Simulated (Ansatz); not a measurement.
Runs of Ansatz 0.2.0 on Pb. It takes space group Fm-3m (No. 225, cubic). Conventional cell: a = 4.950 Å, b = 4.950 Å, c = 4.950 Å, α = 90.00°, β = 90.00°, γ = 90.00°. Around Pb (site symmetry m-3m) lie 12 Pb at 3.50 Å. 

```csv
task,level,cell,k mesh,cutoff (eV),points for each segment of the path,mesh quality,gap on the mesh (eV),pressure (GPa),relaxed volume (Å³/atom)
band structure,PBEsol,as given,5 × 5 × 5,420,14,coarse,none,(a),-
band structure,RPBE,as given,5 × 5 × 5,420,14,coarse,none,3.5,-
relaxation of cell and atoms,PBEsol+D3(BJ)-ATM,relaxed,9 × 9 × 9,420,-,not flagged,none,0.0,(c)
band structure,PBE,as given,5 × 5 × 5,420,14,coarse,none,1.9,-
band structure,r2SCAN,as given,5 × 5 × 5,500,14,coarse,none,(b),-
relaxation of cell and atoms,PBEsol+D3(BJ),relaxed,9 × 9 × 9,420,-,not flagged,none,0.0,28.50
relaxation of cell and atoms,PBEsol+D4,relaxed,9 × 9 × 9,420,-,not flagged,none,0.0,29.16
band structure,LDA,as given,5 × 5 × 5,420,14,coarse,none,-2.5,-
```

Alike in all rows: potentials or basis Ansatz PAW; no spin polarisation; smearing fermi-dirac 0.05 eV.

**Question.** Fill in the values left out.

**Answer.** (a) -1.0; (b) 0.8; (c) 28.64.

Caveats: some runs use coarse meshes; the PAW data sets come from PBE, with cores solved anew for the run's functional, which leaves a small shift of forces and pressure (some runs); spin-orbit coupling is left out, which moves the levels of the heavy elements (some runs); the plane-wave basis is chosen anew once the cell has moved, so the energies of steps on either side of that aren't comparable (some runs); pairwise dispersion overbinds metals, which lowers pressure and volume (some runs).

A k mesh can miss the band edges, and the runs leave out spin-orbit coupling on Pb.

A gap of «none» marks a metal or a gap under the smearing width.
